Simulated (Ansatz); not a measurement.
# Rb (I4/mmm) in Ansatz: convergence with k mesh

Aim: find how far k mesh must go before the results for Rb settle, at PBE. This setting moves, with any that are tied to it; all else stays.

Everything below comes from runs of Ansatz 0.2.0. Logs are shortened: lines on timing, memory, paths and dates and some standing lists are left out, and cuts for length are marked.

**1. The crystal as given**

The structure is tetragonal, space group I4/mmm (No. 139). The conventional cell has a = 5.909 Å, b = 5.909 Å, c = 5.462 Å, α = 90.00°, β = 90.00°, γ = 90.00°.

This isn't the form of Rb at room conditions, which is bcc.

**2. With k mesh 2 × 2 × 2**

The input, input.yaml:

```yaml
crystal:
  lattice:
    - [-2.9545118615, 2.9545118615, 2.7308451955]
    - [2.9545118615, -2.9545118615, 2.7308451955]
    - [2.9545118615, 2.9545118615, -2.7308451955]
  atoms:
    - { symbol: Rb, position: [0.0, 0.0, 0.0] }
hamiltonian:
  xc: pbe
  pseudopotentials: { kind: paw, source: jth }
kpoints:
  mp_grid: { grid: [2, 2, 2] }
scf:
  occupations: { method: fermi_dirac, width: 0.05 }
output:
  forces: true
  stress: true
  eigenvalues: true
```

Potentials or basis: JTH PAW.

Launch:

```bash
ansatz run input.yaml --threads 2 --pin off --max-ram 5632MiB --backend cpu --events-out ev --progress --plain --runs-dir out
```

Log:

```text
Warning: the checks of this Rb dataset prove no rule for summing its radial tables, as where they were carried onto another mesh than they were made on, and Gregory's rule is taken, under which a leading mesh point left out moves its sums only by what lay on the interval it spanned. That does not make them correct, and they differ from Quantum ESPRESSO's on this file; a re-export a fraction of a mesh step off can move them. hamiltonian.pseudopotentials.radial_quadrature: simpson_from_first_knot sums it by `pw.x`'s rule; on a PAW file no value gives `pw.x`'s numbers. What more to know: hamiltonian.pseudopotentials.radial_quadrature, in the input reference
Warning: RAYON_NUM_THREADS=2 ignored (pool sized by the plan → 2); use --threads N
Engine: ansatz 0.2.0, x86_64-unknown-linux-gnu
Pseudopotentials: kind: paw
Pseudopotential: Rb, paw, valence charge 9, recommended cutoff 660 eV (normal), Rb.paw.azcp
Functional definition: PBE
  parameter kappa = 0.804
  parameter beta = 0.06672455060314922
  exchange = pbe_x(kappa = kappa, mu = beta*pi^2/3)
  correlation = pbe_c(beta = beta)
Crystal: 1 atoms, lattice volume = 95.352 Å³
Basis set: ecut = 660 eV, 3667 PW (Γ), exchange–correlation on 90×90×90 points (8 copies of the dense FFT grid, shifted against one another)
Bands: 9, of which v1, the nominal top of the filled ones, is band 5 counted from 1 (4 counted from 0)
Symmetry: 16 space group operations
Space group: I4/mmm (ITA 139), of the structure as read, at distance tolerance 4.6e-5 Å
k-points: 4 of 8
Non-local potential: Rb, projectors of the file, l = 0: 2, l = 1: 2, l = 2: 1
PAW form: soft (Blöchl's): semilocal exchange-correlation on the pseudo side does not see the compensation charge
PAW one-centre angular grid: Rb, 110 points (default); XC on 96 Gauss nodes
Initial density: superposition of atomic densities (chi_scale 0.1, normalization cell)
Initial wavefunctions: pseudopotential atomic-orbital guess
Functional: x = pbe(κ = 0.804, μ = 0.2195149727645171), c = pbe(β = 0.06672455060314922)
SCF iter   1: F=—  HF=-3263.859235 eV  |F-HF|=—  |Δ(HF+E_count)|=         —  Δρ=2.94e-3  dr2=1.94e-2  ethr=3.10e-3  ⟨swp⟩=7.0  Hψ=311  notcnv=0
preconditioner: auto → none  [insulator: Δε(μ)=0.154 eV  Ē_g=3.366 eV  σ=0.050 eV  W_gap=0.60  n_scr=12 (ndim 8)  ℏωp=3.8 eV  f_vac=0.000  D(μ)=5.08/eV (n_scr^D=46)  ε∞_Penn≈2.3]
SCF iter   2: F=—  HF=-3263.859195 eV  |F-HF|=—  |Δ(HF+E_count)|=   3.99e-5  Δρ=1.12e-3  dr2=4.02e-3  ethr=2.16e-4  ⟨swp⟩=3.2  Hψ=99  notcnv=0
SCF iter   3: F=—  HF=-3263.861030 eV  |F-HF|=—  |Δ(HF+E_count)|=   1.84e-3  Δρ=3.11e-4  dr2=2.71e-4  ethr=4.47e-5  ⟨swp⟩=2.0  Hψ=53  notcnv=0
SCF iter   4: F=—  HF=-3263.861209 eV  |F-HF|=—  |Δ(HF+E_count)|=   1.79e-4  Δρ=3.37e-5  dr2=1.21e-6  ethr=3.01e-6  ⟨swp⟩=1.8  Hψ=40  notcnv=0
SCF iter   5: F=—  HF=-3263.861213 eV  |F-HF|=—  |Δ(HF+E_count)|=   4.22e-6  Δρ=6.92e-6  dr2=5.60e-8  ethr=1.11e-9  ⟨swp⟩=7.5  Hψ=250  notcnv=0
SCF iter   6: F=-3263.861213 eV  HF=-3263.861213 eV  |F-HF|=1.62e-10  |Δ(HF+E_count)|=   5.60e-8  Δρ=4.50e-7  dr2=1.76e-10  ethr=6.22e-10  ⟨swp⟩=2.0  Hψ=124  notcnv=0
SCF 1 converged in 6 iterations: F = -3263.861213 eV  dr2 = 1.76e-10
SCF converged after 6 iterations
Free energy (F): -3263.861213 eV
Harris-Foulkes:  -3263.861213 eV  (|F-HF|=1.62e-10)
Internal energy: -3263.827808 eV  (E = F + TS)
E sigma→0 (E₀):  -3263.844510 eV
Entropy (-TS):   -0.033406 eV (-33.406 meV/atom)
Fermi energy:    2.118202 eV
--- Per-component energies (eV) ---
  E_band       = -119.502075
  E_kinetic    = 233.158050
  E_local      = -454.559507  (includes V_loc(G=0)·N_el)
  E_nonlocal   = -133.579396
  E_hartree    = 198.214175
  E_xc         = -174.822893
  E_vxc        = -180.462398  (∫ρ·V_xc dr)
  E_paw        = -2563.578355  (= ΣΔE_a)
  E_vpaw       = 19.512650  (= ΣTr[D̂ρ^β])
  E_aug_tail   = 0.000032  (compensation charges beyond the density's cutoff)
  E_ewald      = -368.659915
  E_smearing   = -0.033406  (= −TS)
  E_closure    = -0.000000  (closes the sum)
  Σ components = -3263.861213   (vs F -3263.861213, Δ=0.00e0)
--- Forces (eV/Å), atoms counted from 1 ---
  atom   1  Rb     0.00000000    -0.00000000     0.00000000
  max |Σ_I F_I| component: 8.27e-25 eV/Å
--- Stress (GPa, compression-positive) ---
        0.177986      -0.000000       0.000000
       -0.000000       0.177986       0.000000
        0.000000       0.000000      -0.762446
  P = ⅓ Tr σ = -0.1355 GPa (-1.355 kbar)
--- Band table (eV) ---
  k-point 0: bands = ["-27.0661", "-11.1251", "-11.1251", "-11.0872", "-0.0721", "5.2646", "5.7105", "5.7105", "6.2035"]
  k-point 1: bands = ["-27.0629", "-11.2070", "-11.1223", "-11.1111", "1.9589", "2.5213", "4.7871", "5.8841", "6.8978"]
  k-point 2: bands = ["-27.0627", "-11.1907", "-11.1539", "-11.1066", "2.1680", "2.6522", "4.3221", "6.1096", "6.8014"]
  k-point 3: bands = ["-27.0602", "-11.1878", "-11.1878", "-11.1376", "3.1401", "3.2284", "4.6949", "4.6949", "5.5056"]
```

It took 1.1 s on 2 threads of Intel Xeon at 2.50GHz (Skylake/Cascade Lake), shared host; peak memory 0.33 GiB.

Results:

```
Free energy            : -3263.8612 eV
Pressure               : -0.1 GPa
Band gap on the k mesh : none (metal or under the smearing width)
```

**3. With k mesh 3 × 3 × 3**

Changes to input.yaml since step 2:

```diff
@@ -11,3 +11,3 @@
 kpoints:
-  mp_grid: { grid: [2, 2, 2] }
+  mp_grid: { grid: [3, 3, 3] }
 scf:
```

Potentials or basis: JTH PAW.

Launch:

```bash
ansatz run input.yaml --threads 2 --pin off --max-ram 5632MiB --backend cpu --events-out ev --progress --plain --runs-dir out
```

Wall time 1.2 s (2 threads of Intel Xeon at 2.50GHz (Skylake/Cascade Lake), shared host); peak memory 0.34 GiB.

Results:

* Free energy: -3264.3040 eV
* Pressure: -0.2 GPa
* Band gap on the k mesh: none (metal or under the smearing width)

**4. With k mesh 4 × 4 × 4**

Changes to input.yaml since step 3:

```diff
@@ -11,3 +11,3 @@
 kpoints:
-  mp_grid: { grid: [3, 3, 3] }
+  mp_grid: { grid: [4, 4, 4] }
 scf:
```

Launch:

```bash
ansatz run input.yaml --threads 2 --pin off --max-ram 5632MiB --backend cpu --events-out ev --progress --plain --runs-dir out
```

Run time: 1.6 s. Hardware: 2 threads of Intel Xeon at 2.50GHz (Skylake/Cascade Lake), shared host; peak memory 0.35 GiB.

What came out:

* Free energy: -3264.1757 eV
* Pressure: 0.0 GPa
* Band gap on the k mesh: none (metal or under the smearing width)

**5. With k mesh 5 × 5 × 5**

Changes to input.yaml since step 4:

```diff
@@ -11,3 +11,3 @@
 kpoints:
-  mp_grid: { grid: [4, 4, 4] }
+  mp_grid: { grid: [5, 5, 5] }
 scf:
```

Launch:

```bash
ansatz run input.yaml --threads 2 --pin off --max-ram 5632MiB --backend cpu --events-out ev --progress --plain --runs-dir out
```

Wall time 2.1 s (2 threads of Intel Xeon at 2.50GHz (Skylake/Cascade Lake), shared host); peak memory 0.36 GiB.

Results:

```
Free energy            : -3264.2294 eV
Pressure               : -0.1 GPa
Band gap on the k mesh : none (metal or under the smearing width)
```

**6. With k mesh 6 × 6 × 6**

Changes to input.yaml since step 5:

```diff
@@ -11,3 +11,3 @@
 kpoints:
-  mp_grid: { grid: [5, 5, 5] }
+  mp_grid: { grid: [6, 6, 6] }
 scf:
```

Potentials or basis: JTH PAW.

Launch:

```bash
ansatz run input.yaml --threads 2 --pin off --max-ram 5632MiB --backend cpu --events-out ev --progress --plain --runs-dir out
```

It took 2.9 s on 2 threads of Intel Xeon at 2.50GHz (Skylake/Cascade Lake), shared host; peak memory 0.38 GiB.

Results (log left out):

```
Free energy            : -3264.2107 eV
Pressure               : -0.1 GPa
Band gap on the k mesh : none (metal or under the smearing width)
```

**7. With k mesh 8 × 8 × 8**

Changes to input.yaml since step 6:

```diff
@@ -11,3 +11,3 @@
 kpoints:
-  mp_grid: { grid: [6, 6, 6] }
+  mp_grid: { grid: [8, 8, 8] }
 scf:
```

Launch:

```bash
ansatz run input.yaml --threads 2 --pin off --max-ram 5632MiB --backend cpu --events-out ev --progress --plain --runs-dir out
```

Run time: 4.6 s. Hardware: 2 threads of Intel Xeon at 2.50GHz (Skylake/Cascade Lake), shared host; peak memory 0.44 GiB.

It converged, with:

```yaml
Free_energy: -3264.2177 eV
Pressure: -0.1 GPa
Band_gap_on_the_k_mesh: none (metal or under the smearing width)
```

**8. With k mesh 9 × 9 × 9**

Changes to input.yaml since step 7:

```diff
@@ -11,3 +11,3 @@
 kpoints:
-  mp_grid: { grid: [8, 8, 8] }
+  mp_grid: { grid: [9, 9, 9] }
 scf:
```

Launch:

```bash
ansatz run input.yaml --threads 2 --pin off --max-ram 5632MiB --backend cpu --events-out ev --progress --plain --runs-dir out
```

Run time: 5.7 s. Hardware: 2 threads of Intel Xeon at 2.50GHz (Skylake/Cascade Lake), shared host; peak memory 0.47 GiB.

It converged, with:

| Quantity | Value |
| --- | --- |
| Free energy | -3264.2237 eV |
| Pressure | -0.1 GPa |
| Band gap on the k mesh | none (metal or under the smearing width) |

**9. With k mesh 11 × 11 × 11**

Changes to input.yaml since step 8:

```diff
@@ -11,3 +11,3 @@
 kpoints:
-  mp_grid: { grid: [9, 9, 9] }
+  mp_grid: { grid: [11, 11, 11] }
 scf:
```

Potentials or basis: JTH PAW.

Launch:

```bash
ansatz run input.yaml --threads 2 --pin off --max-ram 5632MiB --backend cpu --events-out ev --progress --plain --runs-dir out
```

It took 8 s on 2 threads of Intel Xeon at 2.50GHz (Skylake/Cascade Lake), shared host; peak memory 0.54 GiB.

It converged, with:

| Item | Value |
| --- | --- |
| Free energy | -3264.2221 eV |
| Pressure | -0.1 GPa |
| Band gap on the k mesh | none (metal or under the smearing width) |

**10. The series at a glance**

```csv
k mesh,"energy less the tightest run, at zero smearing (meV/atom)",pressure (GPa),SCF cycles,CPU time (s),peak memory (GiB)
2 × 2 × 2,374.22,-0.14,6,1.8,0.33
3 × 3 × 3,-82.49,-0.20,6,2,0.34
4 × 4 × 4,53.33,-0.04,6,2.8,0.35
5 × 5 × 5,-6.09,-0.12,7,3.6,0.36
6 × 6 × 6,14.44,-0.09,7,5.1,0.38
8 × 8 × 8,5.90,-0.10,7,8.6,0.44
9 × 9 × 9,-2.12,-0.11,7,11,0.47
11 × 11 × 11,0.00,-0.11,7,15,0.54
```

Against the tightest run, the pressure stays within 0.1 GPa from 2 × 2 × 2 on. Not settled before the last step: the energy (to 1 meV/atom). Meshes of other sizes hit other points, so gaps and Fermi surfaces needn't settle smoothly. The tightest run that finished is the yardstick and may itself not be fully converged.
